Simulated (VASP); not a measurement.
# BAs (F-43m) in VASP: notebook, part 2 of 2

VASP 6.6.1.

### 4 Single point, PBE0

This run uses another cell than the first one, of 13.68 Å³/atom, 0.984 times its volume.

Input file POSCAR:

```
BAs
1.0
    0.0000000000      2.3918700258      2.3918700258
    2.3918700258      0.0000000000      2.3918700258
    2.3918700258      2.3918700258      0.0000000000
B As
1 1
Direct
    0.0000000000      0.0000000000      0.0000000000
    0.2500000000      0.2500000000      0.2500000000
```

Input file INCAR.step1:

```
SYSTEM = BAs
PREC = Accurate
ENCUT = 520
EDIFF = 1E-5
ISMEAR = 0
SIGMA = 0.01
LREAL = .FALSE.
LASPH = .TRUE.
NELM = 100
ALGO = Normal
ISIF = 2
LWAVE = .TRUE.
NBANDS = 11
GGA = PE
```

Input file INCAR.step2:

```
SYSTEM = BAs
PREC = Accurate
ENCUT = 520
EDIFF = 1E-6
ISMEAR = 0
SIGMA = 0.01
LREAL = .FALSE.
LASPH = .TRUE.
NELM = 100
ALGO = Normal
ISIF = 2
LWAVE = .FALSE.
LCHARG = .TRUE.
GGA = PE
LHFCALC = .TRUE.
AEXX = 0.25
PRECFOCK = Normal
HFRCUT = -1
LELF = .TRUE.
LVHAR = .TRUE.
NBANDS = 11
ISTART = 1
```

Input file KPOINTS:

```
Automatic mesh
0
G
  6 6 6
  0 0 0
```

Potentials or basis: VASP PAW PBE potentials, release 64 (B, As).

Command:

```sh
$ cat potpaw_PBE.64/B/POTCAR potpaw_PBE.64/As/POTCAR > POTCAR
$ cp INCAR.step1 INCAR
$ mpirun -np 1 vasp_std > vasp.out
$ cp INCAR.step2 INCAR
$ mpirun -np 1 vasp_std > vasp.out
```

OUTCAR:

```text
SYSTEM = BAs
   PREC = Accurate
   ENCUT = 520
   EDIFF = 1E-6
   ISMEAR = 0
   LREAL = .FALSE.
   LASPH = .TRUE.
   NELM = 100
   ISIF = 2
   GGA = PE
   LHFCALC = .TRUE.
   AEXX = 0.25
   PRECFOCK = Normal
   ISTART = 1

 ion  position               nearest neighbor table
   1  0.000  0.000  0.000-   2 2.07   2 2.07   2 2.07   2 2.07
   2  0.250  0.250  0.250-   1 2.07   1 2.07   1 2.07   1 2.07

  LATTYP: Found a face centered cubic cell.
 ALAT       =     4.7837400516

  Lattice vectors:

 A1 = (   0.0000000000,   2.3918700258,   2.3918700258)
 A2 = (   2.3918700258,   0.0000000000,   2.3918700258)
 A3 = (   2.3918700258,   2.3918700258,   0.0000000000)

Analysis of symmetry for initial positions (statically):
=====================================================================
 Subroutine PRICEL returns:
 Original cell was already a primitive cell.

 Routine SETGRP: Setting up the symmetry group for a
 face centered cubic supercell.

 Subroutine GETGRP returns: Found 24 space group operations
 (whereof 24 operations were pure point group operations)
 out of a pool of 48 trial point group operations.

The static configuration has the point symmetry T_d .

Analysis of symmetry for dynamics (positions and initial velocities):
=====================================================================
 Subroutine PRICEL returns:
 Original cell was already a primitive cell.

 Routine SETGRP: Setting up the symmetry group for a
 face centered cubic supercell.

 Subroutine GETGRP returns: Found 24 space group operations
 (whereof 24 operations were pure point group operations)
 out of a pool of 48 trial point group operations.

The dynamic configuration has the point symmetry T_d .

 Subroutine INISYM returns: Found 24 space group operations
 (whereof 24 operations are pure point group operations),
 and found     1 'primitive' translations

----------------------------------------------------------------------------------------

                                     Primitive cell

  volume of cell :      27.3680

  direct lattice vectors                    reciprocal lattice vectors
     0.000000000  2.391870026  2.391870026    -0.209041459  0.209041459  0.209041459
     2.391870026  0.000000000  2.391870026     0.209041459 -0.209041459  0.209041459
     2.391870026  2.391870026  0.000000000     0.209041459  0.209041459 -0.209041459

  length of vectors
     3.382615030  3.382615030  3.382615030     0.362070428  0.362070428  0.362070428

  position of ions in fractional coordinates (direct lattice)
     0.000000000  0.000000000  0.000000000
     0.250000000  0.250000000  0.250000000

  ion indices of the primitive-cell ions
   primitive index   ion index
                 1           1
                 2           2

----------------------------------------------------------------------------------------

 KPOINTS: Automatic mesh

Automatic generation of k-mesh.
 Grid dimensions read from file:
 generate k-points for:    6    6    6

 Generating k-lattice:

  Cartesian coordinates                     Fractional coordinates (reciprocal lattice)
[... 39 lines left out ...]
   NGX,Y,Z   is equivalent  to a cutoff of  13.76, 13.76, 13.76 a.u.
   NGXF,Y,Z  is equivalent  to a cutoff of  27.52, 27.52, 27.52 a.u.
 SYSTEM =  BAs
   PREC   = accura    normal or accurate (medium, high low for compatibility)
   ISTART =      1    job   : 0-new  1-cont  2-samecut
   ICHARG =      0    charge: 1-file 2-atom 10-const
   ISPIN  =      1    spin polarized calculation?
   LNONCOLLINEAR =      F non collinear calculations
   LSORBIT =      F    spin-orbit coupling
   LASPH  =      T    aspherical Exc in radial PAW
   ENCUT  =  520.0 eV  38.22 Ry    6.18 a.u.   6.29  6.29  6.29*2*pi/ulx,y,z
   NELM   =    100;   NELMIN=  2; NELMDL=  0     # of ELM steps
   EDIFF  = 0.1E-05   stopping-criterion for ELM
   LREAL  =      F    real-space projection
   EDIFFG = 0.1E-04   stopping-criterion for IOM
   NSW    =      0    number of steps for IOM
   IBRION =     -1    ionic relax: 0-MD 1-quasi-New 2-CG
   NFREE  =      0    steps in history (QN), initial steepest desc. (CG)
   ISIF   =      2    stress and relaxation
   ISYM   =      3    0-nonsym 1-usesym 2-fastsym
   POTIM  = 0.5000    time-step for ionic-motion
   TEBEG  =    0.0;   TEEND  =   0.0 temperature during run
   PSTRESS=    0.0 pullay stress
   NELECT =       8.0000    total number of electrons
   NUPDOWN=      -1.0000    fix difference up-down
   EMIN   =  10.00;   EMAX   =-10.00  energy-range for DOS
   EFERMI =   0.00;   METHOD = LEGACY
   ISMEAR =     0;   SIGMA  =   0.01  broadening in eV -4-tet -1-fermi 0-gaus
   EFERMI_NEDOS =   21; number of points for ismear=-14 and -15
   IALGO  =     38    algorithm
   IMIX   =      1    mixing-type and parameters
     AMIX     =   0.40;   BMIX     =  1.00
     AMIX_MAG =   1.60;   BMIX_MAG =  1.00
  volume/ion in A,a.u.               =      13.68        92.34
  Fermi-wavevector in a.u.,A,eV,Ry     =   1.086485  2.053160 16.061006  1.180451
  Thomas-Fermi vector in A             =   2.222623
   LORBIT       =      0    0 simple, 1 ext, 2 COOP (PROOUT), +10 PAW based schemes
   GGA     = PE    functional components
   LHFCALC =     T    Hartree Fock is set to
   PRECFOCK=normal    Normal, Fast or Accurate (Low or Medium for compatibility)
   ENCUT4O =  -1.0   cutoff for four orbital integrals eV
   NKREDX  =     1    reduce k-point grid by
   NKREDY  =     1    reduce k-point grid by
   NKREDZ  =     1    reduce k-point grid by
   AEXX    =    0.2500 exact exchange contribution
   HFSCREEN=    0.0000 screening length (either q_TF or 0.3 A-1)
   HFSCREENC=   0.0000 screening length for correlation (either q_TF or 0.3 A-1)
   ENCUTFOCK=  -1.0 apply spherical cutoff to Coloumb kernel
   IVDW    =     0    specifies the selected vdW correction
   LEPSILON=     F    determine dielectric tensor
   LRPA    =     F    only Hartree local field effects (RPA)
 non-spin polarized calculation
 Gauss-broadening in eV      SIGMA  =   0.01
  energy-cutoff  :      520.00
  volume of cell :       27.37
 maximum number of plane-waves:       754
 NGX is ok and might be reduce to    28
  NGX = 20; NGY = 20; NGZ = 20

 number of electron       8.0000000 magnetization

 Free energy of the ion-electron system (eV)
  ---------------------------------------------------
  ext. energy  EPLUGINS =         0.00000000
  ---------------------------------------------------
  free energy    TOTEN  =       -14.15879988 eV

  energy without entropy =      -14.15879988  energy(sigma->0) =      -14.15879988

 E-fermi :   5.4150     XC(G=0):  -8.3464

 val. band max:        5.3347791409   @ k =   0.0000   0.0000   0.0000
 cond. band min:       7.9627956140   @ k =   0.3333   0.3333   0.0000
 fundamental gap:      2.6280164731
 Fermi energy:         5.4150415228

 k-point     1 :       0.0000    0.0000    0.0000
  band No.  band energies     occupation
      1     -11.6779      2.00000
      2       5.3348      2.00000
      3       5.3348      2.00000
      4       5.3348      2.00000
      5      10.1204      0.00000
      6      10.1204      0.00000
      7      10.1204      0.00000
      8      11.8590      0.00000
      9      16.6494      0.00000
     10      20.0952      0.00000
     11      20.0952      0.00000
[... 197 lines left out ...]
 k-point    16 :      -0.3333    0.5000    0.1667
  band No.  band energies     occupation
      1      -6.8641      2.00000
      2      -3.8691      2.00000
      3      -0.3133      2.00000
      4      -0.0977      2.00000
      5      10.6318      0.00000
      6      10.9119      0.00000
      7      15.9453      0.00000
      8      16.1822      0.00000
      9      19.8506      0.00000
     10      23.1644      0.00000
     11      23.2422      0.00000

------------------------ aborting loop because EDIFF is reached ----------------------------------------

  FORCE on cell =-STRESS in cart. coord.  units (eV):
  Direction    XX          YY          ZZ          XY          YZ          ZX
  --------------------------------------------------------------------------------------
  -------------------------------------------------------------------------------------
  Total       -0.2230887     -0.2230887     -0.2230887     -0.0000000     -0.0000000      0.0000000
  in kB      -13.0600677    -13.0600677    -13.0600677     -0.0000000     -0.0000000      0.0000000
  external PRESSURE =     -13.0600677 kB  Pullay stress =       0.0000000 kB

 VOLUME and BASIS-vectors are now :
 -----------------------------------------------------------------------------
  energy-cutoff  :      520.00
  volume of cell :       27.37
      direct lattice vectors                 reciprocal lattice vectors
     0.000000000  2.391870026  2.391870026    -0.209041459  0.209041459  0.209041459
     2.391870026  0.000000000  2.391870026     0.209041459 -0.209041459  0.209041459
     2.391870026  2.391870026  0.000000000     0.209041459  0.209041459 -0.209041459

 POSITION                                       TOTAL-FORCE (eV/Angst)
 -----------------------------------------------------------------------------------
      0.00000      0.00000      0.00000         0.000000      0.000000      0.000000
      1.19594      1.19594      1.19594        -0.000000     -0.000000     -0.000000
 -----------------------------------------------------------------------------------
    total drift:                               -0.000000     -0.000000     -0.000000

  FREE ENERGIE OF THE ION-ELECTRON SYSTEM (eV)
  ---------------------------------------------------
  free  energy   TOTEN  =       -14.1587998838 eV

  energy  without entropy=      -14.1587998838  energy(sigma->0) =      -14.15879988
```

It took 5.1 min on 1 thread of Intel Xeon Platinum 8488C (Sapphire Rapids), shared host; peak memory 0.17 GiB.

Results:

```
Free energy            : -14.1588 eV
Pressure               : -1.3 GPa
Band gap on the k mesh : 2.63 eV, indirect (least direct gap 4.79 eV)
```

Caveat: the PAW data sets were made with another functional, which shifts forces and pressure a little.

### 5 Overview

| task | level | cell | k mesh | cutoff (eV) | smearing | exchange at q = 0 | grid for exact exchange (PRECFOCK) | gap on the mesh (eV) | pressure (GPa) |
| --- | --- | --- | --- | --- | --- | --- | --- | --- | --- |
| single point | PBE | F-43m, 13.9 Å³/atom | 8 × 8 × 8 | 520 | fermi-dirac 0.02 eV | - | - | 1.21 | 0.6 |
| relaxation of cell and atoms | PBE | relaxed | 8 × 8 × 8 | 600 | fermi-dirac 0.02 eV | - | - | 1.21 | 0.0 |
| single point | PBE0 | F-43m, 13.68 Å³/atom | 6 × 6 × 6 | 520 | gaussian 0.01 eV | truncated | Normal | 2.63 | -1.3 |

Alike in all rows: potentials or basis VASP PAW PBE potentials, release 64 (B, As); no spin polarisation.

Caveats: the PAW data sets were made with another functional, which shifts forces and pressure a little (some runs).

Absolute energies hang on the potentials; compare differences alone.
